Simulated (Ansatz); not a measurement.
Runs of Ansatz 0.2.0 on Ga. The structure is monoclinic, space group C2/c (No. 15). Conventional cell: a = 2.766 Å, b = 8.053 Å, c = 3.332 Å, α = 90.00°, β = 92.02°, γ = 90.00°. Ga (site symmetry 2) has 8 Ga at 2.69 to 2.92 Å as nearest neighbours. This isn't the form of Ga at room conditions, which is orthorhombic.

| task | level | cell | k mesh | target pressure (GPa) | points for each segment of the path | mesh quality | gap on the mesh (eV) | pressure (GPa) | largest force (eV/Å) |
| --- | --- | --- | --- | --- | --- | --- | --- | --- | --- |
| relaxation of cell and atoms | PBEsol | relaxed to 2 GPa | 10 × 10 × 8 | 2 | - | not flagged | none | 2.0 | - |
| band structure | LDA | as given | 6 × 6 × 5 | - | 14 | coarse | none | -3.8 | 0.16 |
| relaxation of cell and atoms | PBEsol | relaxed | 10 × 10 × 8 | 0 | - | not flagged | none | 0.0 | - |
| band structure | PBEsol | as given | 6 × 6 × 5 | - | 14 | coarse | none | -1.8 | (a) |
| relaxation of cell and atoms | PBEsol | relaxed to 10 GPa | 10 × 10 × 8 | 10 | - | not flagged | none | 10.0 | - |

Alike in all rows: potentials or basis Ansatz PAW; no spin polarisation; cutoff (eV) 420; smearing fermi-dirac 0.05 eV.

**Question.** Fill in the values left out.

**Answer.** (a) 0.17.

Caveats: some runs use coarse meshes; the PAW data sets come from PBE, with cores solved anew for the run's functional, which leaves a small shift of forces and pressure; the plane-wave basis is chosen anew once the cell has moved, so the energies of steps on either side of that aren't comparable (some runs).

A k mesh can miss the band edges, and the runs leave out spin-orbit coupling on Ga.

A gap of «none» marks a metal or a gap under the smearing width.
